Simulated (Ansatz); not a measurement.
**Squeezing Hg (diamond type)**

```
Hg
1.0
     0.00000    3.83609    3.83609
     3.83609    0.00000    3.83609
     3.83609    3.83609    0.00000
Hg
2
Direct
  0.87500 0.87500 0.87500
  0.12500 0.12500 0.12500
```

The cell comes from a relaxation on PAW files under the same functional, begun from a prototype that needn't be the stable phase.

Its volume is scaled at fixed shape and fractional positions.

Level of theory: DFT with PBE, scalar-relativistic, in Ansatz 0.2.0; a Γ-centred 11×11×11 k mesh, Fermi–Dirac smearing of 0.05 eV, no spin polarisation. LAPW: all electrons, basis error target 1 meV/atom; PAW: frozen-core files, cutoff 420 eV; crystal datasets: all electrons, by PAW datasets that the program makes for each cell; norm-conserving: pseudopotentials, cutoff 898 eV; PAW (cutoff 800 eV): frozen-core files, cutoff 800 eV.

Energies are extrapolated to zero smearing and count from the unscaled cell; pressure is positive in compression; gaps take the mesh and a band path. No temperature or zero-point motion is included.

Spin–orbit coupling is left out, which matters for the heavy atoms. The structure type is held throughout; the real material can change phase at far lower pressure.

```
V/V0  V (Å³/atom)  P LAPW (GPa)  ΔE LAPW (eV/atom)  P PAW − LAPW (GPa)  ΔE PAW − LAPW (meV/atom)  gap (eV)
1.00        56.45         -0.01              0.000                0.00                       0.0      0.43
0.92        51.93          0.14              0.003                0.00                       0.1      0.00
0.84        47.42          0.25              0.008                0.00                       0.2      0.00
0.76        42.90             ?              0.017                0.00                       0.3      0.00
0.68        38.39          1.40              0.044                0.00                       0.4      0.00
0.60        33.87          4.17              0.116                0.01                       0.6      0.00
0.52        29.35             ?              0.323                0.00                       0.8      0.00
0.45        25.40          25.8              0.754               -0.04                       0.4      0.00
```

Task: Fill in "P LAPW (GPa)" for the row "0.76".

Result: 0.47.

Task: What belongs in the row "0.52", column "P LAPW (GPa)"?

Result: 11.44.

Task: From the table, what is the rise of the enthalpy H = E + pV up to the last row, and how stiff is the crystal between the last two rows?

Result: ΔH = 0.754 eV + (25.8 GPa × 25.40 Å³ + 0.01 GPa × 56.45 Å³) × 0.006242 eV/(GPa·Å³) = 4.85 eV/atom, of which pV makes 84 %. The mean bulk modulus there is −ΔP/Δln V = 99.6 GPa.

Task: At the smallest volume, how far do crystal datasets and norm-conserving and PAW (cutoff 800 eV) lie from LAPW in pressure?

Result: crystal datasets: 0.00 GPa; norm-conserving: +0.12 GPa; PAW (cutoff 800 eV): -0.05 GPa, on a LAPW pressure of 25.8 GPa.

Task: Where does the Kohn–Sham gap close?

Result: Somewhere between the last gapped row above it and V/V0 = 0.92, where LAPW gives 0.14 GPa and no gap above the smearing width. Spin–orbit coupling, left out here, and the functional both move the closing pressure.
